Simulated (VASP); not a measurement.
# InP: input slips in a phonon run and what they do

Aim: see how common mistakes in a phonon run show up, on InP. The starting structure is a measured crystal structure from the Crystallography Open Database.

Main program and level: VASP 6.6.1; Kohn-Sham DFT with plane waves and PAW; LDA.

### 1. Set-up

The structure is cubic, space group F-43m (No. 216). Conventional cell: a = 5.869 Å, b = 5.869 Å, c = 5.869 Å, α = 90.00°, β = 90.00°, γ = 90.00°. Nearest to In lie 4 P at 2.54 Å. Nearest to P lie 4 In at 2.54 Å. Farther neighbours are not listed.

### 2. Reference modes

The cell comes from a relaxation at this level, not shown (49.50 Å³).

The input, INCAR:

```
SYSTEM = InP
PREC = Accurate
ENCUT = 450
EDIFF = 1E-08
NELM = 100
ISMEAR = 0
SIGMA = 0.03
LREAL = .FALSE.
ALGO = Normal
GGA = CA
NBANDS = 15
LORBIT = 11
LWAVE = .FALSE.
LCHARG = .FALSE.
KPAR = 8
IBRION = 8
LEPSILON = .TRUE.
LPEAD = .TRUE.
ISIF = 2
```

The input, POSCAR:

```
InP
1.0
    0.0000000000      2.9142891894      2.9142891894
    2.9142891894      0.0000000000      2.9142891894
    2.9142891894      2.9142891894      0.0000000000
In P
1 1
Direct
    0.0000000000      0.0000000000      0.0000000000
    0.7500000000      0.7500000000      0.7500000000
```

The input, KPOINTS:

```
Automatic mesh
0
Gamma
10 10 10
0 0 0
```

The projector-augmented-wave data sets are In_d and P (LDA family, release 64).

Command:

```console
mpirun -np 8 vasp_std
```

The program printed:

```text
[banner, memory and clock lines left out]
running    8 mpi-ranks, on    1 nodes
 distrk:  each k-point on    1 cores,    8 groups
 distr:  one band on    1 cores,    1 groups

 POSCAR found type information on POSCAR InP
 POSCAR found :  2 types and       2 ions
|                                                                             |
|           W    W    AA    RRRRR   N    N  II  N    N   GGGG   !!!           |
|           W    W   A  A   R    R  NN   N  II  NN   N  G    G  !!!           |
|           W    W  A    A  R    R  N N  N  II  N N  N  G       !!!           |
|           W WW W  AAAAAA  RRRRR   N  N N  II  N  N N  G  GGG   !            |
|           WW  WW  A    A  R   R   N   NN  II  N   NN  G    G                |
|           W    W  A    A  R    R  N    N  II  N    N   GGGG   !!!           |
|                                                                             |
|     For optimal performance we recommend to set                             |
|       NCORE = 2 up to number-of-cores-per-socket                            |
|     NCORE specifies how many cores store one orbital (NPAR=cpu/NCORE).      |
|     This setting can greatly improve the performance of VASP for DFT.       |
|     The default, NCORE=1 might be grossly inefficient on modern             |
|     multi-core architectures or massively parallel machines. Do your        |
|     Unfortunately you need to use the default for GW and RPA                |
|     calculations (for HF NCORE is supported but not extensively tested      |
|     yet).                                                                   |
|                                                                             |

 LDA part: xc-table for (Slater(with rela. corr.)+CA(PZ))
 , standard interpolation
 POSCAR, INCAR and KPOINTS ok, starting setup
 FFT: planning ... GRIDC
 FFT: planning ... GRID_SOFT
 FFT: planning ... GRID
 WAVECAR not read
 entering main loop
       N       E                     dE             d eps       ncg     rms          rms(c)
DAV:   1     0.109135037286E+03    0.10914E+03   -0.79130E+03  1424   0.124E+03
DAV:   2    -0.265260563558E+01   -0.11179E+03   -0.10757E+03  1564   0.299E+02
DAV:   3    -0.990975906305E+01   -0.72572E+01   -0.72240E+01  1802   0.783E+01
DAV:   4    -0.101075450874E+02   -0.19779E+00   -0.19773E+00  1793   0.141E+01
DAV:   5    -0.101172249069E+02   -0.96798E-02   -0.96796E-02  2111   0.264E+00    0.597E+00
DAV:   6    -0.972271648823E+01    0.39451E+00   -0.61259E-01  2244   0.137E+01    0.357E+00
DAV:   7    -0.967980420741E+01    0.42912E-01   -0.15270E-01  1996   0.331E+00    0.119E+00
DAV:   8    -0.967457445089E+01    0.52298E-02   -0.13907E-02  1921   0.145E+00    0.399E-01
DAV:   9    -0.967433430372E+01    0.24015E-03   -0.11484E-03  1893   0.412E-01    0.182E-01
DAV:  10    -0.967436459992E+01   -0.30296E-04   -0.15393E-04  2196   0.143E-01    0.115E-01
DAV:  11    -0.967436826632E+01   -0.36664E-05   -0.27462E-05  2185   0.832E-02    0.655E-02
DAV:  12    -0.967436590102E+01    0.23653E-05   -0.51710E-06  1837   0.227E-02    0.125E-02
DAV:  13    -0.967436587187E+01    0.29151E-07   -0.37270E-07  1726   0.352E-03    0.107E-02
DAV:  14    -0.967436584484E+01    0.27028E-07   -0.40375E-08  1830   0.312E-03    0.325E-03
DAV:  15    -0.967436583299E+01    0.11851E-07   -0.36308E-08  1732   0.179E-03    0.801E-04
DAV:  16    -0.967436583306E+01   -0.71168E-10   -0.15734E-09   978   0.264E-04
   1 F= -.96743658E+01 E0= -.96743658E+01  d E =-.917777E-15
 Linear response reoptimize wavefunctions to high precision
DAV:   1    -0.967436583308E+01   -0.18872E-10   -0.25032E-10  1118   0.176E-04
 Linear response to external field (no local field effect), progress :
  Direction:   1
       N       E                     dE             d eps       ncg     rms          rms(c)
RMM:   1    -0.141694980941E+01   -0.14169E+01   -0.59161E+00  1113   0.634E+00
RMM:   2    -0.177488395203E+01   -0.35793E+00   -0.83573E-02  1245   0.189E+00
RMM:   3    -0.177792238472E+01   -0.30384E-02   -0.12123E-02  1444   0.590E-01
RMM:   4    -0.177805710631E+01   -0.13472E-03   -0.53061E-04  1367   0.145E-01
RMM:   5    -0.177806515971E+01   -0.80534E-05   -0.89982E-05  1461   0.600E-02
RMM:   6    -0.177806662422E+01   -0.14645E-05   -0.90612E-06  1419   0.186E-02
RMM:   7    -0.177806655331E+01    0.70912E-07   -0.19593E-06  1435   0.544E-03
RMM:   8    -0.177806670321E+01   -0.14990E-06   -0.46288E-07  1428   0.208E-03
RMM:   9    -0.177806667995E+01    0.23256E-07    0.18373E-06  1445   0.821E-04
RMM:  10    -0.177806669339E+01   -0.13432E-07   -0.12157E-06   881   0.263E-04
RMM:  11    -0.177806668815E+01    0.52309E-08   -0.87790E-07   628   0.138E-04
RMM:  12    -0.177806668844E+01   -0.28447E-09   -0.75751E-07   409   0.871E-05
RMM:  13    -0.177806669139E+01   -0.29490E-08   -0.53262E-07   252   0.727E-05
RMM:  14    -0.177806669199E+01   -0.60587E-09   -0.44890E-07   211   0.679E-05
RMM:  15    -0.177806669180E+01    0.19252E-09   -0.47668E-07   192   0.669E-05
RMM:  16    -0.177806669179E+01    0.78435E-11   -0.46092E-07   184   0.664E-05
 change of polarisation eV/A/(eV/A) component  1 :     3.556     1.905     0.448
 dielectric tensor                  component  1 :    13.999     6.963     1.636
 Linear response to external field (no local field effect), progress :
  Direction:   2
[...]
RMM:  15    -0.148544440109E+01    0.15464E-05   -0.25713E-07  5373   0.870E-05    0.196E-04
RMM:  16    -0.148544404155E+01    0.35954E-06   -0.14627E-08  3035   0.700E-05    0.827E-05
RMM:  17    -0.148544470837E+01   -0.66683E-06   -0.89355E-08  2592   0.664E-05    0.141E-05
RMM:  18    -0.148544463337E+01    0.75004E-07   -0.71445E-08  2370   0.655E-05    0.696E-06
 change of polarisation eV/A/(eV/A) component  2 :     0.733     2.815     0.362
 dielectric tensor                  component  2 :     2.678    11.289     1.322
 Linear response to external field, progress :
  Direction:   3
       N       E                     dE             d eps       ncg     rms          rms(c)
RMM:   1    -0.120165082164E+01   -0.12017E+01   -0.50547E+00  3995   0.605E+00
RMM:   2    -0.149861932769E+01   -0.29697E+00   -0.65604E-02  4483   0.180E+00    0.180E+00
RMM:   3    -0.144248285756E+01    0.56136E-01   -0.35082E-02  8840   0.122E+00    0.106E+00
RMM:   4    -0.147005587938E+01   -0.27573E-01   -0.43936E-02 11115   0.119E+00    0.253E-01
RMM:   5    -0.148186830349E+01   -0.11812E-01   -0.24569E-03  9257   0.352E-01    0.666E-02
RMM:   6    -0.148479869112E+01   -0.29304E-02   -0.42258E-04 10169   0.143E-01    0.499E-02
RMM:   7    -0.148546104646E+01   -0.66236E-03   -0.41201E-05  9693   0.564E-02    0.109E-02
RMM:   8    -0.148546386750E+01   -0.28210E-05   -0.31119E-05 10380   0.226E-02    0.905E-03
RMM:   9    -0.148546555533E+01   -0.16878E-05   -0.10933E-05 11152   0.824E-03    0.772E-03
RMM:  10    -0.148547792575E+01   -0.12370E-04   -0.43382E-06 10824   0.285E-03    0.728E-03
RMM:  11    -0.148547142851E+01    0.64972E-05   -0.18225E-06 10412   0.130E-03    0.499E-03
RMM:  12    -0.148545082704E+01    0.20601E-04   -0.40232E-06 10186   0.606E-04    0.138E-03
RMM:  13    -0.148544940477E+01    0.14223E-05    0.14261E-09  9916   0.224E-04    0.835E-04
RMM:  14    -0.148544549241E+01    0.39124E-05   -0.13568E-06  8429   0.131E-04    0.319E-04
RMM:  15    -0.148544425324E+01    0.12392E-05   -0.26446E-07  5304   0.856E-05    0.190E-04
RMM:  16    -0.148544422866E+01    0.24583E-07   -0.58389E-07  3037   0.692E-05    0.766E-05
RMM:  17    -0.148544483525E+01   -0.60659E-06   -0.40990E-07  2612   0.656E-05    0.134E-05
RMM:  18    -0.148544397681E+01    0.85844E-06   -0.10914E-07  2369   0.648E-05    0.623E-06
 change of polarisation eV/A/(eV/A) component  3 :     0.594     0.603     2.815
 dielectric tensor                  component  3 :     2.173     2.204    11.289
 Linear response DOF=           2
 Linear response progress:
  Degree of freedom:   1/  2
       N       E                     dE             d eps       ncg     rms          rms(c)
RMM:   1    -0.234449170239E+00   -0.23445E+00   -0.65688E-02  6901   0.506E+00
RMM:   2    -0.237151021812E+00   -0.27019E-02   -0.15582E-02  8708   0.110E+00    0.930E-02
RMM:   3    -0.237103108039E+00    0.47914E-04   -0.18808E-03  9545   0.340E-01    0.478E-02
RMM:   4    -0.236913839946E+00    0.18927E-03   -0.23881E-04  9735   0.119E-01    0.239E-02
RMM:   5    -0.236876901650E+00    0.36938E-04   -0.52386E-05 10043   0.427E-02    0.814E-03
RMM:   6    -0.236886641910E+00   -0.97403E-05   -0.67289E-05 10229   0.150E-02    0.233E-03
RMM:   7    -0.236898882098E+00   -0.12240E-04   -0.70246E-05 10181   0.465E-03    0.662E-04
RMM:   8    -0.236890911560E+00    0.79705E-05   -0.13991E-05 10156   0.205E-03    0.341E-04
RMM:   9    -0.236889363844E+00    0.15477E-05   -0.10279E-05 10258   0.955E-04    0.111E-04
RMM:  10    -0.236888860868E+00    0.50298E-06   -0.14476E-06 10179   0.460E-04    0.100E-04
RMM:  11    -0.236888871340E+00   -0.10472E-07   -0.14769E-06 10757   0.254E-04    0.715E-05
RMM:  12    -0.236888807962E+00    0.63378E-07   -0.59503E-07 10547   0.161E-04    0.728E-05
RMM:  13    -0.236888769440E+00    0.38523E-07   -0.20645E-07 10424   0.112E-04    0.145E-05
RMM:  14    -0.236888737011E+00    0.32429E-07    0.28468E-07 10049   0.885E-05    0.118E-05
[...]
RMM:  24    -0.236888735018E+00   -0.16250E-07    0.24384E-07  6447   0.553E-05    0.117E-07
RMM:  25    -0.236888733567E+00    0.14512E-08    0.23971E-07  6299   0.553E-05    0.105E-07
RMM:  26    -0.236888733409E+00    0.15796E-09    0.23887E-07  6189   0.552E-05    0.119E-07
RMM:  27    -0.236888746153E+00   -0.12744E-07    0.23841E-07  6090   0.552E-05    0.129E-07
RMM:  28    -0.236888728177E+00    0.17976E-07    0.23651E-07  6043   0.552E-05    0.104E-07
RMM:  29    -0.236888719449E+00    0.87286E-08    0.23646E-07  5975   0.552E-05    0.105E-07
RMM:  30    -0.236888744553E+00   -0.25105E-07    0.23653E-07  5912   0.552E-05    0.108E-07
RMM:  31    -0.236888745043E+00   -0.48983E-09    0.23599E-07  5858   0.552E-05    0.108E-07
 first order change of Fermi-energy   0.18106E-04
 force on displaced ion       1 direction 1 :  -8.252   0.000   0.000
 Born effective charge ion    1 direction 1 :   2.469   0.000   0.000
 Linear response progress:
  Degree of freedom:   2/  2
       N       E                     dE             d eps       ncg     rms          rms(c)
RMM:   1    -0.502432082157E-01   -0.50243E-01    0.34514E-02 10864   0.184E+00
RMM:   2    -0.482514232854E-01    0.19918E-02   -0.30705E-04  8353   0.654E-01    0.153E-01
RMM:   3    -0.488243493867E-01   -0.57293E-03   -0.15806E-03  9478   0.278E-01    0.586E-02
RMM:   4    -0.490696485275E-01   -0.24530E-03   -0.20929E-04  9634   0.104E-01    0.180E-02
RMM:   5    -0.490994902764E-01   -0.29842E-04   -0.24848E-05 10122   0.332E-02    0.110E-02
RMM:   6    -0.490900168643E-01    0.94734E-05   -0.69818E-06  9905   0.111E-02    0.399E-03
RMM:   7    -0.490898566168E-01    0.16025E-06   -0.53476E-07 10001   0.401E-03    0.177E-03
RMM:   8    -0.490925312864E-01   -0.26747E-05   -0.28868E-07  9971   0.153E-03    0.423E-04
RMM:   9    -0.490926511056E-01   -0.11982E-06    0.59567E-07 10995   0.519E-04    0.232E-04
RMM:  10    -0.490926325136E-01    0.18592E-07    0.15459E-07 10342   0.226E-04    0.621E-05
RMM:  11    -0.490927403907E-01   -0.10788E-06   -0.17411E-07 10655   0.975E-05    0.449E-05
RMM:  12    -0.490927287774E-01    0.11613E-07   -0.88224E-08 10500   0.469E-05    0.473E-05
RMM:  13    -0.490927288776E-01   -0.10026E-09   -0.93181E-08  9542   0.304E-05    0.616E-05
 first order change of Fermi-energy   0.82977E-04
 force on displaced ion       2 direction 1 :  -8.219   0.000   0.000
 Born effective charge ion    2 direction 1 :  -2.471   0.000   0.000
 Born effective charges drift removed
 Linear response finished
```

Run time: 83 s. Hardware: 8 MPI ranks of Intel Xeon 6975P-C (Granite Rapids), shared host; peak memory 3.6 GiB; 11 min of CPU time.

The logs omit lines about the potential files and the build; timing stands in the text.

OUTCAR, selected parts (step 2):

```text
ion  position               nearest neighbor table
   1  0.000  0.000  0.000-   2 2.52   2 2.52   2 2.52   2 2.52
   2  0.750  0.750  0.750-   1 2.52   1 2.52   1 2.52   1 2.52

  LATTYP: Found a face centered cubic cell.
 ALAT       =     5.8285783788

 Subroutine GETGRP returns: Found 24 space group operations
 (whereof 24 operations were pure point group operations)

The static configuration has the point symmetry T_d .

 Found     47 irreducible k-points:

   k-points           NKPTS =     47   k-points in BZ     NKDIM =     47   number of bands    NBANDS=     15

   dimension x,y,z NGX =    30 NGY =   30 NGZ =   30
   dimension x,y,z NGXF=    60 NGYF=   60 NGZF=   60

   ENCUT  =  450.0 eV  33.07 Ry    5.75 a.u.   7.13  7.13  7.13*2*pi/ulx,y,z

   NELECT =      18.0000    total number of electrons

 k-points in reciprocal lattice and weights: Automatic mesh
   0.00000000  0.00000000  0.00000000       0.001
   0.10000000  0.00000000  0.00000000       0.008
   0.20000000  0.00000000  0.00000000       0.008
   0.30000000  0.00000000  0.00000000       0.008
   0.40000000  0.00000000  0.00000000       0.008
   0.50000000  0.00000000  0.00000000       0.004
   0.10000000  0.10000000  0.00000000       0.006
   0.20000000  0.10000000  0.00000000       0.024
   0.30000000  0.10000000  0.00000000       0.024
[...]
-0.30000000  0.40000000  0.20000000       0.024
  -0.30000000  0.50000000  0.20000000       0.012

 average (electrostatic) potential at core
       1 -95.0712       2 -83.8425

  Total        0.0015312      0.0015312      0.0015312      0.0000000      0.0000000      0.0000000
  in kB        0.0495574      0.0495574      0.0495574      0.0000000      0.0000000      0.0000000
  external PRESSURE =       0.0495574 kB  Pullay stress =       0.0000000 kB

  energy-cutoff  :      450.00
  volume of cell :       49.50
      direct lattice vectors                 reciprocal lattice vectors
     0.000000000  2.914289189  2.914289189    -0.171568423  0.171568423  0.171568423
     2.914289189  0.000000000  2.914289189     0.171568423 -0.171568423  0.171568423
     2.914289189  2.914289189  0.000000000     0.171568423  0.171568423 -0.171568423

 POSITION                                       TOTAL-FORCE (eV/Angst)
 -----------------------------------------------------------------------------------
      0.00000      0.00000      0.00000        -0.000000      0.000000      0.000000
      4.37143      4.37143      4.37143         0.000000     -0.000000     -0.000000
 -----------------------------------------------------------------------------------
    total drift:                                0.000000      0.000000      0.000000

 MACROSCOPIC STATIC DIELECTRIC TENSOR (including local field effects in DFT)
 ------------------------------------------------------
          11.288709    -0.000000    -0.000000
           0.000000    11.288709    -0.000000
          -0.000000     0.000000    11.288709
 ------------------------------------------------------

 PIEZOELECTRIC TENSOR (including local field effects)  for field in x, y, z        (C/m^2)
          XX          YY          ZZ          XY          YZ          ZX
  --------------------------------------------------------------------------------
  x     0.00000    -0.00000    -0.00000     0.00000     0.80189     0.00000
  y     0.00000    -0.00000     0.00000     0.00000     0.00000     0.80189
  z    -0.00000     0.00000     0.00000     0.80189     0.00000     0.00000

 BORN EFFECTIVE CHARGES (including local field effects) (in |e|, cummulative output)
 ---------------------------------------------------------------------------------
 ion    1
    1     2.47258     0.00000     0.00000
    2     0.00000     2.47258     0.00000
    3     0.00000     0.00000     2.47258
 ion    2
    1    -2.47258     0.00000     0.00000
    2     0.00000    -2.47258     0.00000
    3     0.00000     0.00000    -2.47258

 Eigenvectors and eigenvalues of the dynamical matrix
 ----------------------------------------------------

   1 f  =    9.078261 THz    57.040396 2PiTHz  302.818193 cm-1    37.544654 meV
             X         Y         Z           dx          dy          dz
      0.000000  0.000000  0.000000    -0.461651    0.000000    0.000000
      4.371434  4.371434  4.371434     0.887062    0.000000    0.000000

   2 f  =    9.078261 THz    57.040396 2PiTHz  302.818193 cm-1    37.544654 meV
             X         Y         Z           dx          dy          dz
      0.000000  0.000000  0.000000     0.000000    0.461651    0.000000
      4.371434  4.371434  4.371434     0.000000   -0.887062    0.000000

   3 f  =    9.078261 THz    57.040396 2PiTHz  302.818193 cm-1    37.544654 meV
             X         Y         Z           dx          dy          dz
      0.000000  0.000000  0.000000     0.000000    0.000000   -0.461651
      4.371434  4.371434  4.371434     0.000000    0.000000    0.887062

   4 f/i=    0.007444 THz     0.046772 2PiTHz    0.248302 cm-1     0.030786 meV
             X         Y         Z           dx          dy          dz
      0.000000  0.000000  0.000000     0.000000   -0.887062    0.000000
      4.371434  4.371434  4.371434     0.000000   -0.461651    0.000000

   5 f/i=    0.007444 THz     0.046772 2PiTHz    0.248302 cm-1     0.030786 meV
             X         Y         Z           dx          dy          dz
      0.000000  0.000000  0.000000     0.000000    0.000000    0.887062
      4.371434  4.371434  4.371434     0.000000    0.000000    0.461651

   6 f/i=    0.007444 THz     0.046772 2PiTHz    0.248302 cm-1     0.030786 meV
             X         Y         Z           dx          dy          dz
      0.000000  0.000000  0.000000    -0.887062    0.000000    0.000000
      4.371434  4.371434  4.371434    -0.461651    0.000000    0.000000

 MACROSCOPIC STATIC DIELECTRIC TENSOR IONIC CONTRIBUTION
 ------------------------------------------------------
           2.713678     0.000000     0.000000
           0.000000     2.713678     0.000000
           0.000000     0.000000     2.713678
 ------------------------------------------------------

 ELASTIC MODULI CONTR FROM IONIC RELAXATION (kBar)
 Direction    XX          YY          ZZ          XY          YZ          ZX
 --------------------------------------------------------------------------------
 XX          -0.0000     -0.0000      0.0000     -0.0000      0.0000     -0.0000
 YY          -0.0000     -0.0000     -0.0000     -0.0000     -0.0000     -0.0000
 ZZ           0.0000     -0.0000     -0.0000      0.0000     -0.0000     -0.0000
 XY          -0.0000     -0.0000      0.0000   -248.9782      0.0000      0.0000
 YZ           0.0000     -0.0000     -0.0000      0.0000   -248.9782      0.0000
 ZX          -0.0000     -0.0000     -0.0000      0.0000      0.0000   -248.9782
 --------------------------------------------------------------------------------

 PIEZOELECTRIC TENSOR IONIC CONTR  for field in x, y, z        (C/m^2)
          XX          YY          ZZ          XY          YZ          ZX
  --------------------------------------------------------------------------------
  x     0.00000    -0.00000    -0.00000     0.00000    -0.77345     0.00000
  y    -0.00000    -0.00000    -0.00000     0.00000     0.00000    -0.77345
  z    -0.00000    -0.00000     0.00000    -0.77345     0.00000     0.00000
```

Energies printed during the response cycles are not total energies of the cell.

Reference: the zone-centre mode is T2 302.8 cm⁻¹.

(Continued in part 2 of 2.)

[Lines on the potential files, build, host, timing and source positions are cut from VASP's logs without a mark.]

[Logs are printed without paths, hosts, clocks, repeated set-up lines and the standing remarks that a program may print on its own settings, such as how far it seeks lower states.]

[Hosts, paths, dates, database ids (printed as entryN), source tags and the programs' standing remarks are cut or masked in the printed files.]
